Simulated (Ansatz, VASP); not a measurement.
## Si2W: VASP beside Ansatz

Contents of INCAR:

```
SYSTEM = Si2W
PREC     = Accurate       ! precision mode
ENCUT    = 520            ! plane-wave cutoff, eV
EDIFF    = 1E-6           ! SCF threshold, eV
ISMEAR   = -1             ! smearing method
SIGMA    = 0.05           ! smearing width, eV
LREAL    = .False.        ! projectors in reciprocal space
LASPH    = .True.         ! aspherical terms in the spheres
NELM     = 80             ! most SCF steps
ALGO     = Normal         ! electronic algorithm
ISIF     = 2              ! what is computed and relaxed
LWAVE    = .False.        ! write WAVECAR
LCHARG   = .False.        ! write CHGCAR
NBANDS   = 43             ! bands
```

KPOINTS

```
Automatic mesh
0
Gamma
  5 5 3
  0 0 0
```

File POSCAR:

```
Si2W
1.0
    4.6168523821      0.0000000000      0.0000000000
   -2.3084261911      3.9983114484      0.0000000000
    0.0000000000      0.0000000000      6.6532220000
W Si
3 6
Direct
    0.5000000000      0.0000000000      0.5000000000
    0.5000000000      0.5000000000      0.8333333333
    0.0000000000      0.5000000000      0.1666666667
    0.3272520000      0.1636260000      0.1666666667
    0.8363740000      0.1636260000      0.8333333333
    0.1636260000      0.3272520000      0.5000000000
    0.6727480000      0.8363740000      0.1666666667
    0.1636260000      0.8363740000      0.8333333333
    0.8363740000      0.6727480000      0.5000000000
```

Contents of input.yaml:

```yaml
crystal:
  lattice:
    - [4.6168523821, 0.0, 0.0]
    - [-2.3084261911, 3.9983114484, 0.0]
    - [0.0, 0.0, 6.653222]
  atoms:
    - { symbol: W, position: [0.5, 0.0, 0.5] }
    - { symbol: W, position: [0.5, 0.5, 0.8333333333] }
    - { symbol: W, position: [0.0, 0.5, 0.1666666667] }
    - { symbol: Si, position: [0.327252, 0.163626, 0.1666666667] }
    - { symbol: Si, position: [0.836374, 0.163626, 0.8333333333] }
    - { symbol: Si, position: [0.163626, 0.327252, 0.5] }
    - { symbol: Si, position: [0.672748, 0.836374, 0.1666666667] }
    - { symbol: Si, position: [0.163626, 0.836374, 0.8333333333] }
    - { symbol: Si, position: [0.836374, 0.672748, 0.5] }
hamiltonian:
  xc: lda
  pseudopotentials: { kind: paw }
kpoints:
  mp_grid: { grid: [5, 5, 3] }
scf:
  occupations: { method: fermi_dirac, width: 0.05 }
output:
  forces: true
  stress: true
  eigenvalues: true
```

Measurements of this composition are mostly on another form, of space group No. 139.

Alike in both runs: task single point; functional LDA; k mesh 5 × 5 × 3; occupations fermi-dirac, width 0.05 eV; no spin polarisation.

|  | VASP | Ansatz |
| --- | --- | --- |
| version | VASP 6.6.1 | Ansatz 0.2.0 |
| potentials or method | VASP PAW LDA potentials, release 64 (W_sv, Si) | Ansatz PAW |
| plane-wave cutoff (eV) | 520 | 420 |
| valence electrons in the cell | 66 | 66 |

Ansatz gave:

| Item | Value |
| --- | --- |
| gap on the k mesh at the Fermi level (eV) | 0.40 |
| least direct gap on the mesh (eV) | 0.88 |
| pressure (GPa) | -9.3 |
| largest component of the traceless stress (GPa) | 0.45 |
| rms of the force components (eV/Å) | 0.032 |

Q: Which values does VASP return?

A: gap on the k mesh at the Fermi level (eV): 0.40; least direct gap on the mesh (eV): 0.89; pressure (GPa): -8.6; largest component of the traceless stress (GPa): 0.44; rms of the force components (eV/Å): 0.029.

Atom by atom the forces differ by 0.003 eV/Å (rms over components).

Caveats: spin-orbit coupling is left out, which moves the levels of the heavy elements; an odd mesh through Γ misses points on the zone boundary, where band edges often lie (VASP); odd divisions of the mesh miss points on the zone boundary, where band edges often lie, so the gap on the mesh can be too wide (Ansatz); the PAW data sets come from PBE, with cores solved anew for the run's functional, which leaves a small shift of forces and pressure (Ansatz).
